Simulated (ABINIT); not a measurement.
Crystal: Sb.

```
Sb
1.0
     3.35453    0.00000    0.00000
    -1.67727    2.90511    0.00000
     0.00000    0.00000    5.47016
Sb
2
Direct
  0.66667 0.33333 0.75000
  0.33333 0.66667 0.25000
```

This isn't the form of Sb at room conditions, which is rhombohedral.

```yaml
Program: ABINIT 10.8.3 (patched build)
Task: relaxation of cell and atoms
Functional: r2SCAN
Potentials_or_basis: JTH PAW PBE v2.0
Cutoff: 517 eV
k_mesh: 6 × 6 × 4
Occupations: fermi-dirac, width 0.05 eV
Spin: no spin polarisation
```

At the start: pressure 1.2 GPa; volume 26.65 Å³/atom.

Task: How do energy, volume and symmetry change on relaxing?

Result: Over 7 steps the energy falls by 13.7 meV/atom and the volume is 27.08 Å³/atom (+1.6 %); space group P6_3/mmc (No. 194, to 0.05 Å).

Step by step:
```tsv
step	energy change (eV)	largest force (eV/Å)	pressure (GPa)	volume (Å³)
1	0.0000	0.0000	1.16	53.31
2	-0.0088	0.0000	0.87	53.50
3	-0.0274	0.0000	-0.17	54.31
4	-0.0274	0.0000	-0.14	54.27
5	-0.0275	0.0000	-0.02	54.17
6	-0.0275	0.0000	0.02	54.14
7	-0.0275	0.0000	0.02	54.16
```

Final structure:
```cif
data_structure
_symmetry_space_group_name_H-M 'P 1'
_symmetry_Int_Tables_number 1
_cell_length_a 3.3318
_cell_length_b 3.3318
_cell_length_c 5.6330
_cell_angle_alpha 90.000
_cell_angle_beta 90.000
_cell_angle_gamma 120.000
_cell_volume 54.16
loop_
_atom_site_label
_atom_site_type_symbol
_atom_site_fract_x
_atom_site_fract_y
_atom_site_fract_z
_atom_site_occupancy
Sb1 Sb 0.66667 0.33333 0.75000 1
Sb2 Sb 0.33333 0.66667 0.25000 1
```

Caveat: the k mesh is coarse (spacing up to 0.36 Å⁻¹), so the values aren't converged; the PAW data sets were made with another functional, which shifts forces and pressure a little.
